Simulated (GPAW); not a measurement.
Input of a GPAW 26.7.0 run:

The input run.py:

```python
import spglib
from ase import Atoms
from ase.calculators.mixing import SumCalculator
from ase.eos import EquationOfState
from ase.io import Trajectory, read
from ase.units import GPa
from dftd3.ase import DFTD3
from gpaw import GPAW, PW, setup_paths

setup_paths.insert(0, '.')

atoms = read('Pd.cif')
cell, positions, numbers = spglib.find_primitive(
    (atoms.cell[:], atoms.get_scaled_positions(), atoms.numbers), symprec=1e-4)
atoms = Atoms(numbers, cell=cell, scaled_positions=positions, pbc=True)

traj = Trajectory('eos.traj', 'w')
volumes, energies = [], []
for x in [0.94, 0.96, 0.98, 1.0, 1.02, 1.04, 1.06]:
    a = atoms.copy()
    a.set_cell(atoms.cell * x**(1 / 3), scale_atoms=True)
    calc = GPAW(mode=PW(600),
                xc='PBEsol',
                kpts={'size': (9, 9, 9), 'gamma': True},
                occupations={'name': 'fermi-dirac', 'width': 0.05},
                nbands=17,
                convergence={'density': 1e-05, 'energy': 1e-05},
                maxiter=150,
                txt=f'eos-{x:.2f}.txt')
    a.calc = SumCalculator([calc, DFTD3(method='pbesol', damping='d3bj')])
    energies.append(a.get_potential_energy())
    volumes.append(a.get_volume())
    p = -a.get_stress()[:3].mean() / GPa
    calc.write(f'eos-{x:.2f}.gpw')
    traj.write(a)
    print(f'{x:.2f} {volumes[-1]:10.4f} A^3 {energies[-1]:14.6f} eV {p:9.3f} GPa', flush=True)

v0, e0, B = EquationOfState(volumes, energies, eos='birchmurnaghan').fit()
print(f'V0 = {v0:.4f} A^3, E0 = {e0:.6f} eV, B0 = {B / GPa:.2f} GPa')
```

Contents of Pd.cif:

```cif
data_Pd
_cell_length_a 3.89300000
_cell_length_b 3.89300000
_cell_length_c 3.89300000
_cell_angle_alpha 90.00000000
_cell_angle_beta 90.00000000
_cell_angle_gamma 90.00000000
_space_group_name_H-M_alt 'Fm-3m'
_space_group_name_Hall '-F 4 2 3'
_space_group_IT_number 225
loop_
_space_group_symop_operation_xyz
'x,y,z'
'-x,-y,-z'
'-y,x,z'
'y,-x,-z'
'-x,-y,z'
'x,y,-z'
'y,-x,z'
'-y,x,-z'
'x,-y,-z'
'-x,y,z'
'-y,-x,-z'
'y,x,z'
'-x,y,-z'
'x,-y,z'
'y,x,-z'
'-y,-x,z'
'z,x,y'
'-z,-x,-y'
'z,-y,x'
'-z,y,-x'
'z,-x,-y'
'-z,x,y'
'z,y,-x'
'-z,-y,x'
'-z,x,-y'
'z,-x,y'
'-z,-y,-x'
'z,y,x'
'-z,-x,y'
'z,x,-y'
'-z,y,x'
'z,-y,-x'
'y,z,x'
'-y,-z,-x'
'x,z,-y'
'-x,-z,y'
'-y,z,-x'
'y,-z,x'
'-x,z,y'
'x,-z,-y'
'-y,-z,x'
'y,z,-x'
'-x,-z,-y'
'x,z,y'
'y,-z,-x'
'-y,z,x'
'x,-z,y'
'-x,z,-y'
'x,y+1/2,z+1/2'
'-x,-y+1/2,-z+1/2'
'-y,x+1/2,z+1/2'
'y,-x+1/2,-z+1/2'
'-x,-y+1/2,z+1/2'
'x,y+1/2,-z+1/2'
'y,-x+1/2,z+1/2'
'-y,x+1/2,-z+1/2'
'x,-y+1/2,-z+1/2'
'-x,y+1/2,z+1/2'
'-y,-x+1/2,-z+1/2'
'y,x+1/2,z+1/2'
[... 40 lines left out ...]
'-x+1/2,-y,z+1/2'
'x+1/2,y,-z+1/2'
'y+1/2,-x,z+1/2'
'-y+1/2,x,-z+1/2'
'x+1/2,-y,-z+1/2'
'-x+1/2,y,z+1/2'
'-y+1/2,-x,-z+1/2'
'y+1/2,x,z+1/2'
'-x+1/2,y,-z+1/2'
'x+1/2,-y,z+1/2'
'y+1/2,x,-z+1/2'
'-y+1/2,-x,z+1/2'
'z+1/2,x,y+1/2'
'-z+1/2,-x,-y+1/2'
'z+1/2,-y,x+1/2'
'-z+1/2,y,-x+1/2'
'z+1/2,-x,-y+1/2'
'-z+1/2,x,y+1/2'
'z+1/2,y,-x+1/2'
'-z+1/2,-y,x+1/2'
'-z+1/2,x,-y+1/2'
'z+1/2,-x,y+1/2'
'-z+1/2,-y,-x+1/2'
'z+1/2,y,x+1/2'
'-z+1/2,-x,y+1/2'
'z+1/2,x,-y+1/2'
'-z+1/2,y,x+1/2'
'z+1/2,-y,-x+1/2'
'y+1/2,z,x+1/2'
'-y+1/2,-z,-x+1/2'
'x+1/2,z,-y+1/2'
'-x+1/2,-z,y+1/2'
'-y+1/2,z,-x+1/2'
'y+1/2,-z,x+1/2'
'-x+1/2,z,y+1/2'
'x+1/2,-z,-y+1/2'
'-y+1/2,-z,x+1/2'
'y+1/2,z,-x+1/2'
'-x+1/2,-z,-y+1/2'
'x+1/2,z,y+1/2'
'y+1/2,-z,-x+1/2'
'-y+1/2,z,x+1/2'
'x+1/2,-z,y+1/2'
'-x+1/2,z,-y+1/2'
'x+1/2,y+1/2,z'
'-x+1/2,-y+1/2,-z'
'-y+1/2,x+1/2,z'
'y+1/2,-x+1/2,-z'
'-x+1/2,-y+1/2,z'
'x+1/2,y+1/2,-z'
'y+1/2,-x+1/2,z'
'-y+1/2,x+1/2,-z'
'x+1/2,-y+1/2,-z'
'-x+1/2,y+1/2,z'
'-y+1/2,-x+1/2,-z'
'y+1/2,x+1/2,z'
'-x+1/2,y+1/2,-z'
'x+1/2,-y+1/2,z'
'y+1/2,x+1/2,-z'
'-y+1/2,-x+1/2,z'
'z+1/2,x+1/2,y'
'-z+1/2,-x+1/2,-y'
'z+1/2,-y+1/2,x'
'-z+1/2,y+1/2,-x'
'z+1/2,-x+1/2,-y'
'-z+1/2,x+1/2,y'
'z+1/2,y+1/2,-x'
'-z+1/2,-y+1/2,x'
'-z+1/2,x+1/2,-y'
'z+1/2,-x+1/2,y'
'-z+1/2,-y+1/2,-x'
'z+1/2,y+1/2,x'
'-z+1/2,-x+1/2,y'
'z+1/2,x+1/2,-y'
'-z+1/2,y+1/2,x'
'z+1/2,-y+1/2,-x'
'y+1/2,z+1/2,x'
'-y+1/2,-z+1/2,-x'
'x+1/2,z+1/2,-y'
'-x+1/2,-z+1/2,y'
'-y+1/2,z+1/2,-x'
'y+1/2,-z+1/2,x'
'-x+1/2,z+1/2,y'
'x+1/2,-z+1/2,-y'
'-y+1/2,-z+1/2,x'
'y+1/2,z+1/2,-x'
'-x+1/2,-z+1/2,-y'
'x+1/2,z+1/2,y'
'y+1/2,-z+1/2,-x'
'-y+1/2,z+1/2,x'
'x+1/2,-z+1/2,y'
'-x+1/2,z+1/2,-y'
loop_
_atom_site_label
_atom_site_type_symbol
_atom_site_symmetry_multiplicity
_atom_site_Wyckoff_symbol
_atom_site_fract_x
_atom_site_fract_y
_atom_site_fract_z
_atom_site_occupancy
Pd1 Pd 4 a 0.0000000000 0.0000000000 0.0000000000 1
```

Potentials or basis: PAW data sets generated in the run's folder for this functional, pw.

Launch:

```sh
$ gpaw-setup -f PBEsol Pd
$ OMP_NUM_THREADS=1 python run.py
```

Estimate the bulk modulus.

231 GPa.

Predict the equilibrium volume.

14.09 Å³/atom.

Energy against volume, from the lowest point:
```csv
volume (Å³/atom),energy (meV/atom)
13.865,2.31
14.160,0.00
14.455,6.33
14.750,20.18
15.045,40.62
15.340,66.78
15.635,97.90
```
